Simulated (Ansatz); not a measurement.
## Worked example: C3H9N + InH2(NH2) → C2H8N2 + InH2(CH3)

Species: C3H9N (propylamine) `CCCN`, singlet; InH2(NH2), singlet; C2H8N2 (ethylenediamine) `NCCN`, singlet; InH2(CH3), singlet. The partners trade CH3 for NH2: C–CH3 and In–NH2 bonds give way to C–NH2 and In–CH3.

Shapes, held fixed at every level: PBE0-D4/def2-TZVP. Flexible molecules stand in one conformer, not always the lowest. Programs: Ansatz 0.2.0. Electronic energies: no zero-point or thermal term.

At CCSD(T)/def2-TZVPP; 1 Eh = 2625.50 kJ/mol:

```
  species  energy (Eh)
    C3H9N  -174.182789
InH2(NH2)  -246.543445
   C2H8N2  -190.210368
InH2(CH3)  -230.488388
```

**Question.** Work out ΔE of the reaction at this level.

**Answer.** 
1. Products less reactants: (-190.210368) + (-230.488388) − [(-174.182789) + (-246.543445)] = 0.027478 Eh = +72.1 kJ/mol.

Other levels give +69.4 (HF/def2-TZVPP) to +74.0 kJ/mol (B2PLYP/def2-TZVPP). No measured value is set beside it here. For atoms past krypton def2 sets carry core potentials with scalar relativity. Correlated rows may include outer-core shells of In, which these sets cover unevenly.

The exchange is uphill by 72.1 kJ/mol: the amino group prefers indium and the methyl group prefers carbon. The main reason is probably bond polarity. Indium is far more electropositive than carbon, so replacing methyl by the more electronegative amide gives In–N a large ionic contribution, whereas the gain in polarity from C–C to C–N is much smaller. Donation from the nitrogen lone pair into the formally empty 5p orbital of three-coordinate indium may add to the preference, but total energies can't separate it from the electrostatic part.

Hartree–Fock already gives +69.4 kJ/mol, so the preference is present at the mean-field level. Correlation contributes little to the difference, as expected when the number of electron pairs and the broad bond types are conserved and most of the correlation energy cancels.

The result applies to isolated monomers; amides of indium commonly associate through nitrogen bridges, more strongly than methyl compounds do through carbon, so the balance in a condensed phase isn't established here.
